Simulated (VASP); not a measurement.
Wanted: the native input for a VASP 6.6.1 run.

| Property | Result |
| --- | --- |
| Task | relaxation of cell and atoms |
| Functional | PBE |
| Potentials or basis | VASP PAW PBE potentials, release 64 (Cd, S) |
| Cutoff | 520 eV |
| k mesh | 10 × 10 × 10 |
| Occupations | gaussian, width 0.02 eV |
| Spin | no spin polarisation |
| Further INCAR settings | ALGO = Normal; EDIFF = 1e-07; IBRION = 2; EDIFFG = -0.15; NSW = 80; ISIF = 3 |

The structure of CdS lies in POSCAR:

```
CdS                                     
1.0
    0.0000000000      2.9684162854      2.9684162854
    2.9684162854      0.0000000000      2.9684162854
    2.9684162854      2.9684162854      0.0000000000
  Cd              S             
     1     1
Direct
     0.0000000000000000    0.0000000000000000    0.0000000000000000
     0.2500000000000000    0.2500000000000000    0.2500000000000000
```

These files were run (other wordings do the same):

INCAR

```
PREC = Accurate ; ENCUT = 520
EDIFF = 1E-7 ; ISMEAR = 0
SIGMA = 0.02 ; LREAL = F
LASPH = T ; NELM = 80
ALGO = Normal ; ISIF = 3
LWAVE = F ; LCHARG = F
GGA = PE ; IBRION = 2
NSW = 80 ; EDIFFG = -0.15
```

KPOINTS

```
Automatic mesh
0
Gamma
  10 10 10
```

Potentials or basis: VASP PAW PBE potentials, release 64 (Cd, S).

Run with:

```bash
$ cat potpaw_PBE.64/Cd/POTCAR potpaw_PBE.64/S/POTCAR > POTCAR
$ mpirun -np 1 vasp_std > vasp.out
```

Results of the run:

| Quantity | Value |
| --- | --- |
| Pressure after relaxing | 0.0 GPa |
| Band gap on the k mesh | 1.03 eV, direct |

Caveat: the relaxation stopped at its first step, so nothing moved.

Wall time 23 s on 1 thread of Intel(R) Xeon(R) Platinum 8488C (Sapphire Rapids) (shared host), peak memory 0.19 GiB.
